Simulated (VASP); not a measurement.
A run of VASP 6.6.1 is set up as follows.

The input INCAR:

```
SYSTEM = Nd
  PREC = Accurate
  ENCUT = 600
  EDIFF = 1E-6
  ISMEAR = -1
  SIGMA = 0.05
  LREAL = .False.
  LASPH = .True.
  NELM = 100
  ALGO = Normal
  ISIF = 3
  LWAVE = .False.
  LCHARG = .False.
  ISPIN = 2
  MAGMOM = 3
  LORBIT = 11
  LMAXMIX = 6
  GGA = PE
  IBRION = 2
  NSW = 60
  EDIFFG = -0.02
```

File KPOINTS:

```
Automatic mesh
0
Gamma
  7 7 7
  0 0 0
```

The input POSCAR:

```
Nd
1.0
   -2.0754700287      2.0754700287      2.0754700287
    2.0754700287     -2.0754700287      2.0754700287
    2.0754700287      2.0754700287     -2.0754700287
Nd
1
Direct
    0.0000000000      0.0000000000      0.0000000000
```

Potentials or basis: VASP PAW PBE potentials, release 64 (Nd_3), 4f in core.

The run is started by

```console
$ cat potpaw_PBE.64/Nd_3/POTCAR > POTCAR
$ mpirun -np 1 vasp_std > vasp.out
```

Q: Predict the space group after relaxing (to 0.05 Å).

A: Im-3m (No. 229).

Q: Estimate the band gap on the k mesh.

A: None (metal or under the smearing width).

Q: What does it give for the relaxed cell?

A: a = 3.579 Å, b = 3.579 Å, c = 3.579 Å, α = 109.47°, β = 109.47°, γ = 109.47°.

Q: What does it give for the site moments?

A: Nd +0.12 μB.

The path:
| step | energy change (eV) | largest force (eV/Å) | pressure (GPa) | volume (Å³) |
| --- | --- | --- | --- | --- |
| 1 | 0.0000 | 0.0000 | -0.40 | 35.76 |
| 2 | -0.0005 | 0.0000 | 0.03 | 35.30 |

Caveat: the magnetic or orbital state may not be the lowest; spin-orbit coupling is left out, which moves the levels of the heavy elements; the 4f electrons are frozen in the core as for a trivalent ion, so they carry no moment and show no levels. The state reached can hang on the start; a lower one may exist.
